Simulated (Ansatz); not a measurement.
# Lattice dynamics at Γ of CdIn2O4 (Fd-3m)

Perturbation theory with PBEsol in Ansatz 0.2.0 on the PBEsol cell, ground state and force constants on a 4×4×4 mesh. Spin-unpolarised throughout; all numbers are computed.

Space group Fd-3m (No. 227), cubic; a = 9.191 Å in the conventional setting, 13.86 Å³ an atom. Around Cd lie 4 O at 2.19 Å; around In lie 6 O at 2.19 Å; around O lie 3 In at 2.19 Å and 1 Cd at 2.19 Å.

Space group Fd-3m:1 (No. 227). a = 9.191 Å, b = 9.191 Å, c = 9.191 Å, α = 90.00°, β = 90.00°, γ = 90.00°

| atom | site | symmetry | x | y | z |
| --- | --- | --- | --- | --- | --- |
| Cd | 8b | -43m | 0.0000 | 0.0000 | 0.5000 |
| In | 16c | .-3m | 0.1250 | 0.1250 | 0.1250 |
| O | 32e | .3m | 0.3623 | 0.3623 | 0.3623 |

Optical modes without the longitudinal term:

| ω (cm⁻¹) | degeneracy | IR intensity, summed over the level ((D/Å)²/amu) |
| --- | --- | --- |
| 82 | 3 | 0.00 |
| 111 | 3 | 2.29 |
| 119 | 3 | 0.00 |
| 155 | 2 | 0.00 |
| 229 | 3 | 3.40 |
| 282 | 1 | 0.00 |
| 300 | 3 | 0.00 |
| 320 | 2 | 0.00 |
| 349 | 3 | 160.74 |
| 367 | 3 | 0.00 |
| 401 | 3 | 0.00 |
| 451 | 2 | 0.00 |
| 468 | 3 | 29.40 |
| 499 | 3 | 0.00 |
| 569 | 1 | 0.00 |
| 581 | 1 | 0.00 |

All optical modes at Γ are real, from 82 to 581 cm⁻¹ without the longitudinal term; this says nothing of other wave vectors. The long-range field leaves the highest mode where it is. The program warns that the force constants, and all that is formed from them, aren't settled on this k mesh. Of the real levels 4 are infrared active, the strongest at 349 cm⁻¹.

The clamped-ion dielectric constant comes out as 5.07 in all directions. With the ions relaxed, ε⁰ is 11.3 in all directions. Born charges, averaged over directions: Cd +2.49, In +3.10, O -2.17 e.

For comparison, on the r2SCAN cell the mean ε∞ is 4.9 with PBE (ground state on 4×4×4; least gap 1.07 eV).

No spin-orbit coupling is included; it can move band edges with weight on the heavy atoms by tenths of an eV.
